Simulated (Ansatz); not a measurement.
Crystal: CrCuO2.

```
Cu Cr O
1.0
     1.48670    0.85835    5.70000
    -1.48670    0.85835    5.70000
     0.00000   -1.71669    5.70000
Cu Cr O
1 1 2
Direct
  0.00000 0.00000 0.00000
  0.50000 0.50000 0.50000
  0.89208 0.89208 0.89208
  0.10792 0.10792 0.10792
```

* Program: Ansatz 0.2.0
* Task: relaxation of cell and atoms
* Functional: PBEsol
* Potentials or basis: Ansatz PAW
* Cutoff: 420 eV (not typed: the program's choice for these potentials)
* k mesh: 10 × 10 × 10
* Occupations: fermi-dirac, width 0.05 eV
* Spin: collinear spin, ferromagnetic start
* Starting moments: [0.6, 3.0, 0.0, 0.0] μB

At the start: volume 10.91 Å³/atom.

Q: Where does the relaxation end?

A: It ends after 7 steps and the volume is 10.73 Å³/atom (-1.7 %); space group R-3m (No. 166, to 0.05 Å); moment 3.00 μB per cell.

The path:
| step | energy change (eV) | largest force (eV/Å) | volume (Å³) |
| --- | --- | --- | --- |
| 1 | 0.0000 | 0.0626 | 43.64 |
| 2 | -0.0098 | 0.0191 | 43.24 |
| 3 | -0.0133 | 0.0189 | 42.91 |
| 4 | -0.0133 | 0.0030 | 42.92 |
| 5 | -0.0106 | 0.0038 | 42.92 |
| 6 | -0.0107 | 0.0000 | 42.90 |
| 7 | -0.0106 | 0.0000 | 42.90 |

Final structure:
```yaml
crystal:
  lattice:
    - [1.48185, 0.85555, 5.64023]
    - [-1.48185, 0.85555, 5.64023]
    - [0.00000, -1.71109, 5.64023]
  atoms:
    - { symbol: Cu, position: [0.00000, 0.00000, 0.00000] }
    - { symbol: Cr, position: [0.50000, 0.50000, 0.50000] }
    - { symbol: O, position: [0.89188, 0.89188, 0.89188] }
    - { symbol: O, position: [0.10812, 0.10812, 0.10812] }
```

Caveat: the plane-wave basis is chosen anew once the cell has moved, so the energies of steps on either side of that aren't comparable; the pressure holds a Pulay correction of +0.7 GPa for the finite cutoff; only a ferromagnetic start was run, and an antiferromagnetic order may lie lower in energy; the PAW data sets come from PBE, with cores solved anew for the run's functional, which leaves a small shift of forces and pressure.
